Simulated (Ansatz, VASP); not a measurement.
# One calculation of HfN, two programs

```
Hf N
1.0
     0.00000    2.25586    2.25586
     2.25586    0.00000    2.25586
     2.25586    2.25586    0.00000
Hf N
1 1
Direct
  0.00000 0.00000 0.00000
  0.50000 0.50000 0.50000
```

The cell is a database's computed one.

Alike in both runs: task single point; functional PBE; k mesh 16 × 16 × 16; occupations fermi-dirac, width 0.05 eV; no spin polarisation.

```csv
,VASP,Ansatz
version,VASP 6.6.1,Ansatz 0.2.0
potentials or method,"VASP PAW PBE potentials, release 64 (Hf_pv, N), cutoff 520 eV","all-electron LAPW, scalar-relativistic"
```

Ansatz gave:

```
pressure (GPa) : 6.7
```

**Question.** What did VASP give for the same quantities?

**Answer.** Pressure (GPa): 4.2.

Ansatz ran all-electron here, so the differences hold the error of VASP's frozen core and of both bases.

The runs have no spin-orbit coupling, so splittings on Hf are missing.
